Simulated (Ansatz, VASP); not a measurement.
Two plane-wave programs on Ba

The input INCAR:

```
SYSTEM = Ba
  ALGO = Normal
  EDIFF = 1E-7
  ENCUT = 520
  GGA = PS
  ISIF = 2
  ISMEAR = -1
  LASPH = .True.
  LCHARG = .False.
  LREAL = .False.
  LWAVE = .False.
  NBANDS = 11
  NELM = 80
  PREC = Accurate
  SIGMA = 0.05
```

KPOINTS

```
k-points
0
Gamma
  8 8 8
  0 0 0
```

Contents of POSCAR:

```
Ba
1.0
   -2.5556595394      2.5556595394      2.5556595394
    2.5556595394     -2.5556595394      2.5556595394
    2.5556595394      2.5556595394     -2.5556595394
Ba
1
Direct
    0.0000000000      0.0000000000      0.0000000000
```

File input.yaml:

```yaml
crystal:
  lattice:
    - [-2.5556595394, 2.5556595394, 2.5556595394]
    - [2.5556595394, -2.5556595394, 2.5556595394]
    - [2.5556595394, 2.5556595394, -2.5556595394]
  atoms:
    - { symbol: Ba, position: [0.0, 0.0, 0.0] }
hamiltonian:
  xc: pbesol
  pseudopotentials: { kind: paw }
kpoints:
  mp_grid: { grid: [8, 8, 8] }
scf:
  occupations: { method: fermi_dirac, width: 0.05 }
output:
  forces: true
  stress: true
  eigenvalues: true
  write_density: true
  write_potential: true
  elf: true
  volumetric_format: npy
```

Alike in both runs: task single point; functional PBEsol; k mesh 8 × 8 × 8; occupations fermi-dirac, width 0.05 eV; no spin polarisation.

|  | VASP | Ansatz |
| --- | --- | --- |
| version | VASP 6.6.1 | Ansatz 0.2.0 |
| potentials or method | VASP PAW PBE potentials, release 64 (Ba_sv) | Ansatz PAW |
| plane-wave cutoff (eV) | 520 | 420 |
| valence electrons in the cell | 10 | 10 |

|  | VASP | Ansatz | Ansatz less VASP |
| --- | --- | --- | --- |
| gap on the k mesh at the Fermi level (eV) | none | none | - |
| pressure (GPa) | -1.1 | -1.1 | -0.04 |

A gap of «none» marks a metal or a gap that the smearing closes.

Caveats: the PAW data sets were made with another functional, which shifts forces and pressure a little (VASP); the PAW data sets come from PBE, with cores solved anew for the run's functional, which leaves a small shift of forces and pressure (Ansatz). The runs have no spin-orbit coupling, so splittings on Ba are missing.
